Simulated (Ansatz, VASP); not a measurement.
## KCl in VASP and in Ansatz

Contents of INCAR:

```
SYSTEM = KCl
  PREC = Accurate
  ENCUT = 520
  EDIFF = 1E-7
  ISMEAR = -1
  SIGMA = 0.03
  LREAL = .FALSE.
  LASPH = .TRUE.
  NELM = 60
  ALGO = Normal
  ISIF = 2
  LWAVE = .FALSE.
  LCHARG = .TRUE.
  GGA = PE
  LELF = .TRUE.
  LVHAR = .TRUE.
  NBANDS = 15
```

File KPOINTS:

```
Automatic mesh
0
G
  7 7 7
  0 0 0
```

The input POSCAR:

```
KCl
1.0
    0.0000000000      3.1134447711      3.1134447711
    3.1134447711      0.0000000000      3.1134447711
    3.1134447711      3.1134447711      0.0000000000
K Cl
1 1
Direct
    0.0000000000      0.0000000000      0.0000000000
    0.5000000000      0.5000000000      0.5000000000
```

Input for Ansatz:

```yaml
crystal:
  lattice:
    - [0.0, 3.1134447711, 3.1134447711]
    - [3.1134447711, 0.0, 3.1134447711]
    - [3.1134447711, 3.1134447711, 0.0]
  atoms:
    - { symbol: K, position: [0.0, 0.0, 0.0] }
    - { symbol: Cl, position: [0.5, 0.5, 0.5] }
kpoints:
  mp_grid: { grid: [7, 7, 7] }
scf:
  occupations: { method: fermi_dirac, width: 0.03 }
hamiltonian:
  xc: pbe
  pseudopotentials: { kind: all_electron, lapw: { basis_error: 0.001 } }
output:
  forces: true
  stress: true
  eigenvalues: true
```

Change from the starting cell: volume scaled by 0.96.

Alike in both runs: task single point; functional PBE; k mesh 7 × 7 × 7; occupations fermi-dirac, width 0.03 eV; no spin polarisation.

|  | VASP | Ansatz |
| --- | --- | --- |
| version | VASP 6.6.1 | Ansatz 0.2.0 |
| potentials or method | VASP PAW PBE potentials, release 64 (K_sv, Cl) | all-electron LAPW, scalar-relativistic |
| plane-wave cutoff (eV) | 520 | see its input |

|  | VASP | Ansatz | Ansatz less VASP |
| --- | --- | --- | --- |
| gap on the k mesh at the Fermi level (eV) | 5.30 | 5.30 | +0.001 |
| pressure (GPa) | 1.5 | 1.4 | -0.03 |

Ansatz ran all-electron here, so the differences hold the error of VASP's frozen core and of both bases.

Caveats: an odd mesh through Γ misses points on the zone boundary, where band edges often lie.
